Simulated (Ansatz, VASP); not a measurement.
**Mg: VASP beside Ansatz**

The input INCAR:

```
PREC = Accurate
ENCUT = 520
EDIFF = 1E-8
ISMEAR = -1
SIGMA = 0.08
LREAL = False
LASPH = True
NELM = 60
ALGO = Normal
ISIF = 2
LWAVE = False
LCHARG = False
GGA = PE
LEFG = True
NBANDS = 9
```

File KPOINTS:

```
regular mesh
0
Gamma
  12 12 7
```

POSCAR

```
Mg
1.0
    3.2092715325      0.0000000000      0.0000000000
   -1.6046357662      2.7793106748      0.0000000000
    0.0000000000      0.0000000000      5.2103300000
Mg
2
Direct
    0.3333333333      0.6666666667      0.2500000000
    0.6666666667      0.3333333333      0.7500000000
```

Input for Ansatz:

```yaml
crystal:
  lattice:
    - [3.2092715325, 0.0, 0.0]
    - [-1.6046357662, 2.7793106748, 0.0]
    - [0.0, 0.0, 5.21033]
  atoms:
    - { symbol: Mg, position: [0.3333333333, 0.6666666667, 0.25] }
    - { symbol: Mg, position: [0.6666666667, 0.3333333333, 0.75] }
kpoints:
  mp_grid: { grid: [12, 12, 7] }
scf:
  occupations: { method: fermi_dirac, width: 0.08 }
hamiltonian:
  xc: pbe
  pseudopotentials: { kind: paw }
output:
  forces: true
  stress: true
  eigenvalues: true
  efg: { contact_densities: true }
basis:
  ecutwfc: 800
```

Alike in both runs: task electric field gradients; functional PBE; k mesh 12 × 12 × 7; occupations fermi-dirac, width 0.08 eV; no spin polarisation.

|  | VASP | Ansatz |
| --- | --- | --- |
| version | VASP 6.6.1 | Ansatz 0.2.0 |
| potentials or method | VASP PAW PBE potentials, release 64 (Mg) | PAW with Ansatz's default frozen-core files, scalar-relativistic |
| plane-wave cutoff (eV) | 520 | 800 |
| valence electrons in the cell | 4 | 20 |

|  | VASP | Ansatz | Ansatz less VASP |
| --- | --- | --- | --- |
| pressure (GPa) | -0.6 | -0.4 | +0.13 |
| largest component of the traceless stress (GPa) | 0.52 | 0.52 | -0.002 |
| Vzz of the field gradient on the site that differs most (V/Å²) | 1.0 | 1.1 | +0.10 |

The two sets of potentials don't hold the same shells in valence.
